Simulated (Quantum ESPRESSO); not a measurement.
# TaN (Pm-3m) in Quantum ESPRESSO: reference runs, part 2 of 2

Quantum ESPRESSO 7.5. Earlier steps stand in the parts before.

## (3) Single point, PBE (atoms moved at random, drawn with an rms of 0.05 Å)

File pw.in:

```
&CONTROL
  calculation = 'scf'
  prefix = 'pwscf'
  outdir = './tmp'
  pseudo_dir = './pseudo'
  tprnfor = .true.
  tstress = .true.
  disk_io = 'nowf'
/
&SYSTEM
  ibrav = 0
  nat = 2
  ntyp = 2
  ecutwfc = 60
  ecutrho = 480
  nbnd = 15
  occupations = 'smearing'
  smearing = 'fd'
  degauss = 0.00367493
/
&ELECTRONS
  conv_thr = 4d-10
  electron_maxstep = 120
  mixing_beta = 0.5
/
ATOMIC_SPECIES
Ta   180.9479 Ta_pbe_v1.uspp.F.UPF
N     14.0070 N.pbe-n-radius_5.UPF
CELL_PARAMETERS angstrom
   2.7323076900    0.0000000000    0.0000000000
   0.0000000000    2.7323076900    0.0000000000
   0.0000000000    0.0000000000    2.7323076900
ATOMIC_POSITIONS crystal
Ta     0.0120460000    0.0025660000   -0.0034260000
N      0.4848290000    0.5021200000    0.5003400000
K_POINTS automatic
10 10 10 0 0 0
```

Potentials or basis: SSSP 1.3 efficiency PBE.

Run with:

```bash
> OMP_NUM_THREADS=1 pw.x -in pw.in > pw.out
```

pw.out:

```text
This program is part of the open-source Quantum ESPRESSO suite
     for quantum simulation of materials; please cite
[... 6 lines left out ...]
     --------------------
     sticks:   dense  smooth     PW     G-vecs:    dense   smooth      PW
     Sum        1009     509    169                24405     8709    1575

     Using Slab Decomposition

     bravais-lattice index     =            0
     lattice parameter (alat)  =       5.1633  a.u.
     unit-cell volume          =     137.6529 (a.u.)^3
     number of atoms/cell      =            2
     number of atomic types    =            2
     number of electrons       =        18.00
     number of Kohn-Sham states=           15
     kinetic-energy cutoff     =      60.0000  Ry
     charge density cutoff     =     480.0000  Ry
     scf convergence threshold =      4.0E-10
     mixing beta               =       0.5000
     number of iterations used =            8  plain     mixing
     Exchange-correlation= PBE
                           (   1   4   3   4   0   0   0)

     celldm(1)=   5.163313  celldm(2)=   0.000000  celldm(3)=   0.000000
     celldm(4)=   0.000000  celldm(5)=   0.000000  celldm(6)=   0.000000

     crystal axes: (cart. coord. in units of alat)
               a(1) = (   1.000000   0.000000   0.000000 )
               a(2) = (   0.000000   1.000000   0.000000 )
               a(3) = (   0.000000   0.000000   1.000000 )

     reciprocal axes: (cart. coord. in units 2 pi/alat)
               b(1) = (  1.000000  0.000000  0.000000 )
               b(2) = (  0.000000  1.000000  0.000000 )
               b(3) = (  0.000000  0.000000  1.000000 )

     PseudoPot. # 1 for Ta read from file:
     Ta_pbe_v1.uspp.F.UPF
     Pseudo is Ultrasoft + core correction, Zval = 13.0
     Generated by new atomic code, or converted to UPF format
     Using radial grid of  921 points,  7 beta functions with:
                l(1) =   0
                l(2) =   0
                l(3) =   1
                l(4) =   1
                l(5) =   2
                l(6) =   2
                l(7) =   3
     Q(r) pseudized with  6 coefficients,  rinner =    1.300   1.300   1.300
                                                       1.300   1.300   1.300
                                                       1.300

     PseudoPot. # 2 for N  read from file:
     N.pbe-n-radius_5.UPF
     Pseudo is Ultrasoft + core correction, Zval =  5.0
     Generated using "atomic" code by A. Dal Corso  v.5.1
     Using radial grid of 1085 points,  4 beta functions with:
                l(1) =   0
                l(2) =   0
                l(3) =   1
                l(4) =   1
     Q(r) pseudized with 0 coefficients

     atomic species   valence    mass     pseudopotential
     Ta               13.00   180.94790     Ta( 1.00)
     N                 5.00    14.00700     N ( 1.00)

     No symmetry found

   Cartesian axes

     site n.     atom                  positions (alat units)
         1        Ta     tau(   1) = (   0.0120460   0.0025660  -0.0034260  )
         2        N      tau(   2) = (   0.4848290   0.5021200   0.5003400  )

     number of k points=   504  Fermi-Dirac smearing, width (Ry)=  0.0037

     Number of k-points >= 100: set verbosity='high' to print them.

     Dense  grid:    24405 G-vectors     FFT dimensions: (  40,  40,  40)

     Smooth grid:     8709 G-vectors     FFT dimensions: (  25,  25,  25)

     Initial potential from superposition of free atoms

     starting charge      17.9989, renormalised to      18.0000

     negative rho (up, down):  9.319E-02 0.000E+00
     Starting wfcs are   17 randomized atomic wfcs

     Self-consistent Calculation

     iteration #  1     ecut=    60.00 Ry     beta= 0.50
     Davidson diagonalization with overlap
     ethr =  1.00E-02,  avg # of iterations =  3.8

     negative rho (up, down):  9.534E-02 0.000E+00

     total energy              =    -161.99503296 Ry
     estimated scf accuracy    <       0.33848988 Ry

     iteration #  2     ecut=    60.00 Ry     beta= 0.50
     Davidson diagonalization with overlap
     ethr =  1.88E-03,  avg # of iterations =  2.1

     negative rho (up, down):  9.631E-02 0.000E+00

     total energy              =    -162.08784521 Ry
     estimated scf accuracy    <       0.20667979 Ry

     iteration #  3     ecut=    60.00 Ry     beta= 0.50
     Davidson diagonalization with overlap
     ethr =  1.15E-03,  avg # of iterations =  1.2

     negative rho (up, down):  9.824E-02 0.000E+00

     total energy              =    -162.12627352 Ry
     estimated scf accuracy    <       0.00290219 Ry

     iteration #  4     ecut=    60.00 Ry     beta= 0.50
     Davidson diagonalization with overlap
     ethr =  1.61E-05,  avg # of iterations =  3.3

     negative rho (up, down):  9.826E-02 0.000E+00

     total energy              =    -162.12681091 Ry
     estimated scf accuracy    <       0.00014873 Ry

     iteration #  5     ecut=    60.00 Ry     beta= 0.50
     Davidson diagonalization with overlap
     ethr =  8.26E-07,  avg # of iterations =  3.0

     negative rho (up, down):  9.829E-02 0.000E+00

     total energy              =    -162.12681124 Ry
     estimated scf accuracy    <       0.00003043 Ry

     iteration #  6     ecut=    60.00 Ry     beta= 0.50
     Davidson diagonalization with overlap
     ethr =  1.69E-07,  avg # of iterations =  2.0

     negative rho (up, down):  9.827E-02 0.000E+00

     total energy              =    -162.12681682 Ry
     estimated scf accuracy    <       0.00000059 Ry

     iteration #  7     ecut=    60.00 Ry     beta= 0.50
     Davidson diagonalization with overlap
     ethr =  3.25E-09,  avg # of iterations =  2.0

     negative rho (up, down):  9.827E-02 0.000E+00

     total energy              =    -162.12681673 Ry
     estimated scf accuracy    <       0.00000071 Ry

     iteration #  8     ecut=    60.00 Ry     beta= 0.50
     Davidson diagonalization with overlap
     ethr =  3.25E-09,  avg # of iterations =  2.0

     negative rho (up, down):  9.827E-02 0.000E+00

     total energy              =    -162.12681680 Ry
     estimated scf accuracy    <       0.00000001 Ry

     iteration #  9     ecut=    60.00 Ry     beta= 0.50
     Davidson diagonalization with overlap
     ethr =  5.60E-11,  avg # of iterations =  3.0

     negative rho (up, down):  9.827E-02 0.000E+00

     total energy              =    -162.12681680 Ry
     estimated scf accuracy    <          5.3E-10 Ry

     iteration # 10     ecut=    60.00 Ry     beta= 0.50
     Davidson diagonalization with overlap
     ethr =  2.97E-12,  avg # of iterations =  1.6

     negative rho (up, down):  9.827E-02 0.000E+00

     End of self-consistent calculation

     Number of k-points >= 100: set verbosity='high' to print the bands.

     the Fermi energy is    22.1939 ev

!    total energy              =    -162.12681680 Ry
     estimated scf accuracy    <          2.2E-10 Ry
     smearing contrib. (-TS)   =      -0.00001206 Ry
     internal energy E=F+TS    =    -162.12680474 Ry

     The total energy is F=E-TS. E is the sum of the following terms:
     one-electron contribution =      -0.68160376 Ry
     hartree contribution      =      13.18881392 Ry
     xc contribution           =     -47.87776915 Ry
     ewald contribution        =    -126.75624576 Ry

     convergence has been achieved in  10 iterations

     negative rho (up, down):  9.827E-02 0.000E+00

     Forces acting on atoms (cartesian axes, Ry/au):

     atom    1 type  1   force =    -0.01286570   -0.00021838    0.00184254
     atom    2 type  2   force =     0.01286570    0.00021838   -0.00184254

     Total force =     0.018383     Total SCF correction =     0.000005

     Computing stress (Cartesian axis) and pressure

     negative rho (up, down):  9.827E-02 0.000E+00
          total   stress  (Ry/bohr**3)                   (kbar)     P=       62.80
   0.00045248   0.00000248  -0.00002095           66.56        0.37       -3.08
   0.00000248   0.00041380  -0.00000035            0.37       60.87       -0.05
  -0.00002095  -0.00000035   0.00041454           -3.08       -0.05       60.98

=------------------------------------------------------------------------------=
   JOB DONE.
=------------------------------------------------------------------------------=
```

Run time: 1.7 min. Hardware: 1 thread of Arm Neoverse V1, shared host; peak memory 0.31 GiB.

What came out:

- Free energy: -2205.8477 eV
- Pressure: 6.3 GPa
- Largest force: 0.334 eV/Å
- Band gap on the k mesh: none (metal or under the smearing width)

Forces on the atoms (eV/Å):
```
Ta  -0.331 -0.006  0.047
N    0.331  0.006 -0.047
```
